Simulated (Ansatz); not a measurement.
# In2O3 (R-3c) in Ansatz: band structure with r2SCAN

Aim: the band structure of In2O3 with r2SCAN.

Everything below comes from runs of Ansatz 0.2.0. Logs are shortened: lines on timing, memory, paths and dates and some standing lists are left out, and cuts for length are marked.

**The experiment to reproduce.**

From “Fabrication and performance enhancement of an In2O3/BiVO4 heterojunction for N-butanol gas sensing applications”, 2024, pmc:11650617, for a powder of In2O3: band gap 3.08 eV (optical).

How close the calculation comes is told below.

### Step 1. The crystal as given

The structure is trigonal, space group R-3c (No. 167). The conventional cell has a = 5.487 Å, b = 5.487 Å, c = 14.510 Å, α = 90.00°, β = 90.00°, γ = 120.00°. In (site symmetry 3) has 6 O at 2.12 to 2.26 Å as nearest neighbours. Around O (site symmetry 2) lie 4 In at 2.12 to 2.26 Å.

### Step 2. Band structure, r2SCAN, spin-orbit coupling, no magnetisation

Input file input.yaml:

```yaml
crystal:
  lattice:
    - [2.7435, 1.5839604635, 4.8366666667]
    - [-2.7435, 1.5839604635, 4.8366666667]
    - [0.0, -3.167920927, 4.8366666667]
  atoms:
    - { symbol: In, position: [0.85731, 0.85731, 0.85731] }
    - { symbol: In, position: [0.64269, 0.64269, 0.64269] }
    - { symbol: In, position: [0.14269, 0.14269, 0.14269] }
    - { symbol: In, position: [0.35731, 0.35731, 0.35731] }
    - { symbol: O, position: [0.048, 0.75, 0.452] }
    - { symbol: O, position: [0.75, 0.452, 0.048] }
    - { symbol: O, position: [0.452, 0.048, 0.75] }
    - { symbol: O, position: [0.952, 0.25, 0.548] }
    - { symbol: O, position: [0.25, 0.548, 0.952] }
    - { symbol: O, position: [0.548, 0.952, 0.25] }
hamiltonian:
  xc: r2scan
  pseudopotentials: { kind: paw_fr }
magnetization:
  noncollinear: true
  spin_orbit: true
kpoints:
  mp_grid: { grid: [6, 6, 6] }
  band_path:
    path:
      - [[0.0, 0.0, 0.0], [0.5, 0.0, 0.0], [0.5, 0.2381665116, -0.2381665116]]
      - [[0.7618334884, 0.5, 0.2381665116], [0.5, 0.5, 0.5], [0.0, 0.0, 0.0], [0.3690832558, 0.0, -0.3690832558]]
      - [[0.6309167442, 0.3690832558, 0.0], [0.5, 0.5, 0.0], [0.6309167442, 0.6309167442, 0.2381665116], [0.5, 0.5, 0.5]]
      - [[0.5, 0.0, 0.0], [0.7618334884, 0.3690832558, 0.3690832558]]
    npoints: 10
scf:
  occupations: { method: fermi_dirac, width: 0.05 }
  n_extra_bands: 25
output:
  forces: true
  stress: true
  eigenvalues: true
  fatbands: false
```

Potentials or basis: Ansatz PAW.

On the command line:

```
$ ansatz run input.yaml --threads 4 --pin off --max-ram 11264MiB --backend cpu --events-out ev --progress --plain --runs-dir out
```

The log of the run:

```text
Warning: RAYON_NUM_THREADS=4 ignored (pool sized by the plan → 4); use --threads N
scf.n_extra_bands = 25 over 88 filled bands (N_el = 88.0): the run solves 113 bands
Engine: ansatz 0.2.0, aarch64-unknown-linux-gnu
Pseudopotentials: kind: paw_fr
Pseudopotential: In, paw_fr, valence charge 13, recommended cutoff 500 eV (meta_gga), In.paw.azcp#standard-fr
Pseudopotential: O, paw_fr, valence charge 6, recommended cutoff 500 eV (meta_gga), O.paw.azcp#standard-fr
Functional definition: r2SCAN
  parameter k0 = 0.174
  parameter k1 = 0.065
  parameter a1 = 4.9479
  exchange = r2scan_x(k0 = k0, k1 = k1, a1 = a1)
  correlation = r2scan_c
non-collinear run that drives no moment, with spin-orbit: no starting moment large enough to seed its density (crystal.atoms[].spin), no starting occupations that ask for one, no magnetisation constraint and no magnetic field, so the semilocal B_xc is pinned to zero
Crystal: 10 atoms, lattice volume = 126.109 Å³
Basis set: ecut = 500 eV, 3227 PW (Γ), exchange–correlation on 180×180×180 points (64 copies of the dense FFT grid, shifted against one another)
Bands: 113, of which v1, the nominal top of the filled ones, is band 88 counted from 1 (87 counted from 0)
Symmetry: 12 space group operations + 12 with time reversal
Magnetic group: BNS 167.104 (UNI 1334), of the structure as read, at distance tolerance 5.0e-5 Å
k-points: 32 of 216
Projection manifold: j_resolved (fully-relativistic pseudo-atomic orbitals)
Non-local potential: In, projectors of the file, l = 0: 2, l = 1: 4, l = 2: 4, l = 3: 4
Non-local potential: O, projectors of the file, l = 0: 2, l = 1: 4, l = 2: 2
PAW form: soft (Blöchl's): semilocal exchange-correlation on the pseudo side does not see the compensation charge
PAW frozen core: In, regenerated for the run's functional (the file was generated under x = pbe(κ = 0.804, μ = 0.2195149727645171), c = pbe(β = 0.06672455060314922))
PAW frozen core: O, regenerated for the run's functional (the file was generated under x = pbe(κ = 0.804, μ = 0.2195149727645171), c = pbe(β = 0.06672455060314922))
PAW one-centre angular grid: In, 590 points (default); XC on 281 of its mesh's 2783 points in the sphere
PAW one-centre angular grid: O, 302 points (default); XC on 160 Gauss nodes
Initial density: superposition of atomic densities (chi_scale 0.1, normalization cell, long waves kept (reshape's long-wave potential 0.00 eV rms))
Initial wavefunctions: pseudopotential atomic-orbital guess
Functional: x = r2scan, c = r2scan; τ floored in thin density (d = 2e-4 eV/Å³)
SCF iter   1: F=—  HF=-25823.501215 eV  |F-HF|=—  |Δ(HF+E_count)|=         —  Δρ=7.97e-2  dr2=5.64e0  dr2_τ=1.37e-1  dr2_m=0.00e0 (ungated)  ethr=3.10e-3  |M|=0.00e0 ∫|m|=0.00e0 μB  |m|>n=0.0e0 m-floor=0.0e0 τ_xc=0.0e0  β_m=0.30  ⟨swp⟩=5.9  Hψ=17664  notcnv=0  defer=196
[... 18 lines left out ...]
  site 3: m = (+0.0000, +0.0000, +0.0000) μB, |m| = 0.0000 μB  (R = 0.87 Å)
  site 4: m = (+0.0000, +0.0000, +0.0000) μB, |m| = 0.0000 μB  (R = 0.87 Å)
  site 5: m = (+0.0000, +0.0000, +0.0000) μB, |m| = 0.0000 μB  (R = 0.87 Å)
  site 6: m = (+0.0000, +0.0000, +0.0000) μB, |m| = 0.0000 μB  (R = 0.87 Å)
  site 7: m = (+0.0000, +0.0000, +0.0000) μB, |m| = 0.0000 μB  (R = 0.87 Å)
  site 8: m = (+0.0000, +0.0000, +0.0000) μB, |m| = 0.0000 μB  (R = 0.87 Å)
  site 9: m = (+0.0000, +0.0000, +0.0000) μB, |m| = 0.0000 μB  (R = 0.87 Å)
Free energy (F): -25822.762781 eV
Harris-Foulkes:  -25822.762781 eV  (|F-HF|=8.43e-9)
Internal energy: -25822.762781 eV  (E = F + TS)
E sigma→0 (E₀):  -25822.762781 eV
Fermi energy:    9.644891 eV
--- Per-component energies (eV) ---
  E_band       = -18.094118
  E_kinetic    = 2042.345091
  E_local      = -5876.235212  (includes V_loc(G=0)·N_el)
  E_nonlocal   = 1775.771268
  E_hartree    = 2269.025091
  E_xc         = -1237.933099
  E_vxc        = -1050.844627  (∫ρ·V_xc dr)
  E_paw        = -17688.337043  (= ΣΔE_a)
  E_vpaw       = -1515.382405  (= ΣTr[D̂ρ^β])
  E_aug_tail   = 0.005977  (compensation charges beyond the density's cutoff)
  E_vtau       = 68.194605  (kinetic-family band-sum trace: ∫τ·v_τ [+ j·A + Jᵃ·Aᵃ] dr)
  E_ewald      = -7111.109369
  E_core_change = 3.704516  (= ΣΔE_core)
  E_smearing   = -0.000000  (= −TS)
  E_closure    = -0.000000  (closes the sum)
  Σ components = -25822.762781   (vs F -25822.762781, Δ=0.00e0)
--- Forces (eV/Å), atoms counted from 1 ---
  atom   1  In    -0.00000000     0.00000000    -0.07969592
  atom   2  In    -0.00000000     0.00000000     0.07969592
  atom   3  In     0.00000000    -0.00000000     0.07969592
  atom   4  In    -0.00000000    -0.00000000    -0.07969592
  atom   5  O     -0.06451423    -0.11174192     0.00000000
  atom   6  O     -0.06451423     0.11174192     0.00000000
  atom   7  O      0.12902845     0.00000000     0.00000000
  atom   8  O      0.06451423     0.11174192    -0.00000000
  atom   9  O      0.06451423    -0.11174192    -0.00000000
  atom  10  O     -0.12902845     0.00000000    -0.00000000
  max |Σ_I F_I| component: 4.16e-17 eV/Å
--- Stress (GPa, compression-positive) ---
        2.264632       0.000000       0.000000
        0.000000       2.264632      -0.000000
        0.000000      -0.000000       1.524234
  P = ⅓ Tr σ = 2.0178 GPa (20.178 kbar)
--- Band table (eV; the first three rows and the last of 32) ---
  k-point 0: bands = ["-9.9570", "-9.9570", "-9.0945", "-9.0945", "-9.0944", "-9.0944", "-8.8926", "-8.8926", "-8.8866", "-8.8866", "-8.7997", "-8.7997", "-4.4414", "-4.4414", "-4.3226", "-4.3226", "-4.2792", "-4.2792", "-4.2694", "-4.2694", "-4.1934", "-4.1934", "-3.9499", "-3.9499", "-3.8764", "-3.8764", "-3.8027", "-3.8027", "-3.6758", "-3.6758", "-3.5291", "-3.5291", "-3.4574", "-3.4574", "-3.4428", "-3.4428", "-3.4037", "-3.4037", "-3.3775", "-3.3775", "-3.3154", "-3.3154", "-3.1861", "-3.1861", "-3.1075", "-3.1075", "-2.9711", "-2.9711", "-2.4576", "-2.4576", "-2.3954", "-2.3954", "3.0138", "3.0138", "3.3960", "3.3960", "4.4984", "4.4984", "4.6048", "4.6048", "5.2993", "5.2993", "5.6597", "5.6597", "5.8967", "5.8967", "5.9485", "5.9485", "6.0595", "6.0595", "7.8153", "7.8153", "7.8718", "7.8718", "8.1370", "8.1370", "8.1958", "8.1958", "8.2120", "8.2120", "8.3247", "8.3247", "8.3298", "8.3298", "8.5624", "8.5624", "8.5802", "8.5802", "10.4844", "10.4844", "14.8757", "14.8757", "15.6786", "15.6786", "16.6412", "16.6412", "18.4775", "18.4775", "18.6905", "18.6905", "18.8618", "18.8618", "18.8740", "18.8740", "19.2547", "19.2547", "19.4649", "19.4649", "19.9147", "19.9147", "20.2217", "20.2217", "20.3731"]
  k-point 1: bands = ["-9.8826", "-9.8826", "-9.0861", "-9.0861", "-9.0797", "-9.0797", "-8.9559", "-8.9559", "-8.9054", "-8.9054", "-8.8248", "-8.8248", "-4.4196", "-4.4196", "-4.3321", "-4.3321", "-4.2882", "-4.2882", "-4.2548", "-4.2548", "-4.1700", "-4.1700", "-3.9668", "-3.9668", "-3.8693", "-3.8693", "-3.8349", "-3.8349", "-3.6443", "-3.6443", "-3.5338", "-3.5338", "-3.4632", "-3.4632", "-3.4412", "-3.4412", "-3.3957", "-3.3957", "-3.3667", "-3.3667", "-3.3020", "-3.3020", "-3.1874", "-3.1874", "-3.0934", "-3.0934", "-2.9891", "-2.9891", "-2.5381", "-2.5381", "-2.4501", "-2.4501", "3.1310", "3.1310", "3.3689", "3.3689", "4.2497", "4.2497", "4.9321", "4.9321", "5.0924", "5.0924", "5.7363", "5.7363", "6.1064", "6.1064", "6.3407", "6.3407", "6.5189", "6.5189", "7.1296", "7.1296", "7.7063", "7.7063", "7.7552", "7.7552", "8.1069", "8.1069", "8.1169", "8.1169", "8.3395", "8.3395", "8.3920", "8.3920", "8.4169", "8.4169", "8.5440", "8.5440", "11.3062", "11.3062", "15.1895", "15.1895", "15.5258", "15.5258", "16.3526", "16.3526", "17.5906", "17.5906", "18.1329", "18.1329", "18.9838", "18.9838", "19.0909", "19.0909", "19.8104", "19.8104", "19.9463", "19.9463", "20.0965", "20.0965", "20.2979", "20.2979", "20.4130"]
  k-point 2: bands = ["-9.6806", "-9.6806", "-9.1475", "-9.1475", "-9.0535", "-9.0535", "-9.0367", "-9.0367", "-8.9477", "-8.9477", "-8.8874", "-8.8874", "-4.3744", "-4.3744", "-4.3163", "-4.3163", "-4.3049", "-4.3049", "-4.2353", "-4.2353", "-4.1696", "-4.1696", "-4.0220", "-4.0220", "-3.8632", "-3.8632", "-3.8363", "-3.8363", "-3.5939", "-3.5939", "-3.5088", "-3.5088", "-3.4713", "-3.4713", "-3.4264", "-3.4264", "-3.3870", "-3.3870", "-3.3698", "-3.3698", "-3.3204", "-3.3204", "-3.1876", "-3.1876", "-3.0528", "-3.0528", "-2.9718", "-2.9718", "-2.7310", "-2.7310", "-2.5690", "-2.5690", "3.3725", "3.3725", "3.6035", "3.6035", "3.8321", "3.8321", "4.9881", "4.9881", "5.4883", "5.4883", "5.9719", "5.9719", "6.0984", "6.0984", "6.5396", "6.5396", "6.9186", "6.9186", "7.0606", "7.0606", "7.3171", "7.3171", "7.4245", "7.4245", "7.9452", "7.9452", "7.9850", "7.9850", "8.0062", "8.0062", "8.0644", "8.0644", "8.4565", "8.4565", "8.5967", "8.5967", "12.7576", "12.7576", "15.2666", "15.2666", "15.3563", "15.3563", "15.6333", "15.6333", "17.1928", "17.1928", "17.7508", "17.7508", "18.7528", "18.7528", "19.4273", "19.4273", "19.6027", "19.6027", "19.7528", "19.7528", "20.1980", "20.1980", "20.8352", "20.8352", "21.3127"]
  k-point 31: bands = ["-9.4128", "-9.4128", "-9.4128", "-9.4128", "-8.9954", "-8.9954", "-8.9954", "-8.9954", "-8.9928", "-8.9928", "-8.9928", "-8.9928", "-4.3518", "-4.3518", "-4.3518", "-4.3518", "-4.3247", "-4.3247", "-4.3247", "-4.3247", "-4.0333", "-4.0333", "-4.0333", "-4.0333", "-3.8715", "-3.8715", "-3.8715", "-3.8715", "-3.5980", "-3.5980", "-3.5980", "-3.5980", "-3.4372", "-3.4372", "-3.4372", "-3.4372", "-3.3647", "-3.3647", "-3.3647", "-3.3647", "-3.2191", "-3.2191", "-3.2191", "-3.2191", "-2.8942", "-2.8942", "-2.8942", "-2.8942", "-2.7383", "-2.7383", "-2.7383", "-2.7383", "3.6550", "3.6550", "3.6550", "3.6550", "5.0672", "5.0672", "5.0672", "5.0672", "5.6308", "5.6308", "5.6308", "5.6308", "5.7158", "5.7158", "5.7158", "5.7158", "6.5839", "6.5839", "6.5839", "6.5839", "7.4826", "7.4826", "7.4826", "7.4826", "7.5145", "7.5145", "7.5145", "7.5145", "8.4093", "8.4093", "8.4093", "8.4093", "8.4094", "8.4094", "8.4094", "8.4094", "13.6300", "13.6300", "13.6300", "13.6300", "16.6108", "16.6108", "16.6108", "16.6108", "17.6199", "17.6199", "17.6199", "17.6199", "19.1204", "19.1204", "19.1204", "19.1204", "19.2793", "19.2793", "19.2793", "19.2793", "21.1180", "21.1180", "21.1180", "21.1180", "21.5103"]
```

Run time: 3.7 min. Hardware: 4 threads of Arm Neoverse V2, shared host; peak memory 2.6 GiB.

What came out:

| Item | Value |
| --- | --- |
| Free energy | -25822.7628 eV |
| Pressure | 2.0 GPa |
| Largest force | 0.129 eV/Å |
| Band gap on the k mesh | 1.89 eV, indirect (least direct gap 1.90 eV) |
| Band gap along the path | 1.89 eV, indirect (least direct gap 1.90 eV) |

Forces on the atoms (eV/Å):
```
In   0.000  0.000 -0.080
In   0.000  0.000  0.080
In   0.000  0.000  0.080
In   0.000  0.000 -0.080
O   -0.065 -0.112  0.000
O   -0.065  0.112  0.000
O    0.129  0.000  0.000
O    0.065  0.112  0.000
O    0.065 -0.112  0.000
O   -0.129  0.000  0.000
```

Levels at the corners of the path, in eV from the valence-band top:
```tsv
point	band 86	band 87	band 88	band 89	band 90	band 91
Γ	-0.04	-0.02	-0.02	1.89	1.89	6.28
L	-0.07	-0.07	-0.07	5.61	5.61	5.61
B1	-0.15	-0.15	-0.15	6.29	6.29	6.30
B	-0.15	-0.15	-0.15	6.29	6.29	6.30
Z	-0.19	-0.19	-0.19	5.03	5.03	5.03
Γ	-0.04	-0.02	-0.02	1.89	1.89	6.28
X	-0.20	-0.06	-0.06	6.01	6.01	6.21
Q	-0.20	-0.06	-0.06	6.01	6.01	6.21
F	-0.08	-0.03	-0.03	5.89	5.89	6.18
P1	-0.31	-0.10	-0.10	6.17	6.17	6.31
Z	-0.19	-0.19	-0.19	5.03	5.03	5.03
L	-0.07	-0.07	-0.07	5.61	5.61	5.61
P	-0.31	-0.10	-0.10	6.17	6.17	6.31
```

Caveat: the PAW data sets come from PBE, with cores solved anew for the run's functional, which leaves a small shift of forces and pressure.

### Step 3. How close it comes

Step 2. Measured gap of In2O3: 3.08 eV (optical; powder; “Fabrication and performance enhancement of an In2O3/BiVO4 heterojunction for N-butanol gas sensing applications”, 2024, pmc:11650617). This calculation gives 1.89 eV (-1.19 eV). The value is that of r2SCAN, without temperature or zero-point motion.
